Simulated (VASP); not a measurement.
Set up this calculation in VASP 6.6.1, as the native input.

- Task: band structure
- Functional: PBE
- Potentials or basis: VASP PAW PBE potentials, release 64 (Pb_d, I)
- Cutoff: 520 eV
- k mesh: 6 × 6 × 3
- Occupations: gaussian, width 0.03 eV
- Spin: spin-orbit coupling, no magnetisation
- Further INCAR settings: ALGO = Normal; EDIFF = 1e-06

The structure of PbI2 lies in POSCAR:

```
PbI2                                    
1.0
    4.5376270973     -0.0000000000      0.0000000000
   -2.2688135486      3.9297003392      0.0000000000
   -0.0000000000      0.0000000000      7.0703699368
  Pb              I             
     1     2
Direct
     0.0000000000000000    0.0000000000000000    0.0000000000000000
     0.3333333332999970    0.6666666667000030    0.2638301657333840
     0.6666666667000030    0.3333333332999970    0.7361698342666161
```

These files were run (other wordings do the same):

INCAR

```
ALGO = Normal
EDIFF = 1E-6
ENCUT = 520
GGA = PE
GGA_COMPAT = False
ISIF = 2
ISMEAR = 0
KPAR = 2
LASPH = True
LCHARG = False
LORBIT = 11
LREAL = False
LSORBIT = True
LWAVE = False
MAGMOM = 0 0 0 0 0 0 0 0 0
NELM = 80
PREC = Accurate
SIGMA = 0.03
```

KPOINTS

```
k-points
0
Gamma
  6 6 3
```

KPOINTS_OPT

```
explicit points
168
Reciprocal
 0.0000000000  0.0000000000  0.0000000000 1
 0.0555555556  0.0000000000  0.0000000000 1
 0.1111111111  0.0000000000  0.0000000000 1
 0.1666666667  0.0000000000  0.0000000000 1
 0.2222222222  0.0000000000  0.0000000000 1
 0.2777777778  0.0000000000  0.0000000000 1
[... 160 lines left out ...]
 0.5000000000  0.0000000000  0.0388648400 1
 0.5000000000  0.0000000000 -0.0388648400 1
```

Potentials or basis: VASP PAW PBE potentials, release 64 (Pb_d, I).

The run is started by

```bash
$ cat potpaw_PBE.64/Pb_d/POTCAR potpaw_PBE.64/I/POTCAR > POTCAR
$ mpirun -np 2 vasp_ncl > vasp.out
```

Results of the run:

```yaml
Pressure: 1.8 GPa
Largest_force: 0.190 eV/Å
Valence_electrons_inside_the_program's_atomic_spheres: Pb 11.85; I 4.29
```

Caveat: this functional lacks dispersion, which binds the layers, so the pressure and a relaxed spacing across them are unreliable.

It took 4.7 min on 2 MPI ranks on Intel(R) Xeon(R) 6975P-C (Granite Rapids) (shared host), peak memory 0.58 GiB a rank.
